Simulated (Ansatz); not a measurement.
TiCo:

```
Co Ti
1.0
     2.98611    0.00000    0.00000
     0.00000    2.98611    0.00000
     0.00000    0.00000    2.98611
Co Ti
1 1
Direct
  0.50000 0.50000 0.50000
  0.00000 0.00000 0.00000
```

The cell comes from a database or a generator and needn't be the stable form of this composition.

Base run:

| Property | Result |
| --- | --- |
| Program | Ansatz 0.2.0 |
| Functional | PBEsol |
| Potentials or basis | all-electron LAPW, non-relativistic |
| Cutoff | 279 eV |
| Density cutoff | 1118 eV |
| Basis error allowed | 0.001 eV/atom |
| k mesh | 9 × 9 × 9 |
| Occupations | fermi-dirac, width 0.05 eV |
| Spin | collinear spin, ferromagnetic start |
| Starting moments | [2.0, 1.0] μB |

Its results: pressure -6.5 GPa; net moment 0.67 μB per cell; site moments Co +0.74; Ti -0.03 μB.

**Question.** After a change of settings the same cell gave: pressure -8.1 GPa; net moment 0.73 μB per cell; site moments Co +0.82; Ti -0.04 μB. Which change was it?
A. functional from PBEsol to PBE; potentials or basis from all-electron LAPW, non-relativistic to all-electron LAPW, scalar-relativistic
B. potentials or basis from all-electron LAPW, non-relativistic to all-electron LAPW, inner shells corrected to Dirac's equation
C. functional from PBEsol to LDA; potentials or basis from all-electron LAPW, non-relativistic to all-electron LAPW, scalar-relativistic

**Answer.** B.

Not every run made on this cell is shown here.
